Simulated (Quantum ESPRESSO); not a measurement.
MoS2:

```
CELL_PARAMETERS angstrom
1.58000 0.91221 6.15000
-1.58000 0.91221 6.15000
0.00000 -1.82443 6.15000
ATOMIC_POSITIONS crystal
Mo 0.00000 0.00000 0.00000
S 0.41700 0.41700 0.41700
S 0.25000 0.25000 0.25000
```

Measurements of this composition are mostly on another form, of space group No. 194.

```yaml
Program: Quantum ESPRESSO 7.5
Task: single point
Functional: PBEsol
Potentials_or_basis: GBRV 1.5 PBEsol
Cutoff: 612 eV
Density_cutoff: 4898 eV
k_mesh: 10 × 10 × 10
Occupations: fermi-dirac, width 0.05 eV
Spin: no spin polarisation
```

On this cell: pressure 0.0 GPa; largest force 0.242 eV/Å; band gap on the k mesh 0.91 eV, indirect (least direct gap 1.96 eV).

The same run follows on a disturbed copy (atoms moved at random, drawn with an rms of 0.05 Å):

```
Mo S
1.0
     1.58000    0.91221    6.15000
    -1.58000    0.91221    6.15000
     0.00000   -1.82443    6.15000
Mo S
1 2
Cartesian
  0.0102 -0.0081 -0.0121
  -0.0599 -0.0380 7.7439
  -0.0031 -0.0316 4.5895
```

What changes?

The energy moves by +17.4 meV/atom; pressure -3.3 GPa; largest force 1.193 eV/Å; band gap on the k mesh 0.85 eV, indirect (least direct gap 1.90 eV).

Forces in eV/Å, atoms in the order of the input:
```
Mo  -0.766 -0.503  0.763
S    0.605  0.250 -0.835
S    0.161  0.253  0.072
```

Stress tensor (GPa, compression positive):
```
-3.42 -0.65  2.05
-0.65 -2.50  0.02
 2.05  0.02 -3.99
```

A k mesh can miss the band edges.
